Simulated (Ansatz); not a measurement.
Band structure of KBr

```
CELL_PARAMETERS angstrom
0.00000 3.29250 3.29250
3.29250 0.00000 3.29250
3.29250 3.29250 0.00000
ATOMIC_POSITIONS crystal
K 0.00000 0.00000 0.00000
Br 0.50000 0.50000 0.50000
```

Atom numbers follow the list: K1, Br2.

The cell is COD entry 1010046, as deposited and not checked against the literature; nothing was relaxed. It is an old determination, and later ones may differ.

The calculation used DFT, PBE, all-electron LAPW, scalar-relativistic in Ansatz 0.2.0.

The runs use a Γ-centred 7×7×7 k mesh, Fermi–Dirac smearing of 0.01 eV, basis error target 0.25 meV/atom, no spin polarisation.

Points in fractions of the reciprocal vectors of this cell: Γ (0, 0, 0), X (0.5, 0, 0.5), U (0.625, 0.25, 0.625), K (0.375, 0.375, 0.75), L (0.5, 0.5, 0.5), W (0.5, 0.25, 0.75). The path joins them by straight lines in the order Γ–X–U–K–Γ–L–W–X; legs that retrace an earlier one aren't tabulated. Energies are in eV from the top of the valence band.

**Question.** List the levels at W between -8 and 6 eV.

**Answer.** -0.59 (×2), -0.54.

**Question.** List the levels at K between -8 and 6 eV.

**Answer.** -0.70, -0.65, -0.33.

**Question.** List the levels at L between -8 and 6 eV.

**Answer.** -1.19, -0.34 (×2).

**Question.** What is the band gap?

**Answer.** 4.45 eV, direct at Γ.
